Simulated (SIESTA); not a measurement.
**Si2W: equation of state with LDA**

Si2W:

```
CELL_PARAMETERS angstrom
-1.60690 1.60690 3.91495
1.60690 -1.60690 3.91495
1.60690 1.60690 -3.91495
ATOMIC_POSITIONS crystal
W 0.00000 0.00000 0.00000
Si 0.66530 0.66530 0.00000
Si 0.33470 0.33470 0.00000
```

```json
{"Program": "SIESTA 5.4.2", "Task": "equation of state", "Functional": "LDA", "Potentials or basis": "PseudoDojo 0.4 standard (LDA files)", "Basis": "DZP (energy shift 0.003 Ry; two zetas on semicore shells)", "Grid cutoff": "800 Ry", "Energy shift": "0.003 Ry", "k mesh": "12 × 12 × 12", "Occupations": "fermi-dirac, width 0.05 eV", "Spin": "no spin polarisation"}
```

```json
{"Equilibrium volume": "13.18 Å³/atom", "Bulk modulus at fixed shape and positions": "236 GPa", "Pressure derivative of the bulk modulus": "4.4"}
```

Energy against volume, from the lowest point:
```csv
volume (Å³/atom),energy (meV/atom)
12.670,15.54
12.939,3.28
13.209,0.00
13.479,4.75
13.748,16.69
14.018,35.09
14.287,59.27
```

All runs of the series together: 17 min on 1 thread of Arm Neoverse V2, on a shared host.

Caveat: short orbitals over semicore shells can move pressures by several GPa; the cell was scaled at fixed shape and fractional positions, which overstates the stiffness of a crystal with free parameters, most of all of layers and chains; the basis of atomic orbitals isn't converged, which shifts pressures, moduli and gaps. The run has no spin-orbit coupling, so splittings on W are missing.
